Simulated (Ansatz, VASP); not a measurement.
**GaP: VASP beside Ansatz**

```
Ga P
1.0
     6.22616    0.00000    0.00000
     0.00000    6.22616    0.00000
     0.00000    0.00000    6.22616
Ga P
8 8
Direct
  0.15328 0.15328 0.15328
  0.84672 0.84672 0.84672
  0.34672 0.84672 0.65328
  0.65328 0.15328 0.34672
  0.65328 0.34672 0.84672
  0.34672 0.65328 0.15328
  0.84672 0.65328 0.34672
  0.15328 0.34672 0.65328
  0.63738 0.63738 0.63738
  0.36262 0.36262 0.36262
  0.86262 0.36262 0.13738
  0.13738 0.63738 0.86262
  0.13738 0.86262 0.36262
  0.86262 0.13738 0.63738
  0.36262 0.13738 0.86262
  0.63738 0.86262 0.13738
```

Alike in both runs: functional LDA; k mesh 6 × 6 × 6; occupations gaussian, width 0.03 eV; no spin polarisation.

Ansatz relaxed the structure, and its values are those at the end. VASP's run is a single point on that final structure, the one shown.

|  | VASP | Ansatz |
| --- | --- | --- |
| version | VASP 6.6.1 | Ansatz 0.2.0 |
| potentials or method | VASP PAW LDA potentials, release 64 (Ga_d, P) | scalar-relativistic, plane waves, PAW |
| plane-wave cutoff (eV) | 520 | 500 |
| valence electrons in the cell | 144 | 144 |

VASP gave:

| Quantity | Value |
| --- | --- |
| gap on the k mesh at the Fermi level (eV) | 0.17 |
| least direct gap on the mesh (eV) | 0.17 |
| pressure (GPa) | 22.2 |
| rms of the force components (eV/Å) | 0.004 |

Question: What did Ansatz give for the same quantities?

Answer: gap on the k mesh at the Fermi level (eV): 0.17; least direct gap on the mesh (eV): 0.17; pressure (GPa): 22.0; rms of the force components (eV/Å): 0.001.

Caveats: so large a pressure means that the cell lies far from this level's equilibrium, or that cutoff or potentials fall short (VASP). A k mesh can miss the band edges.
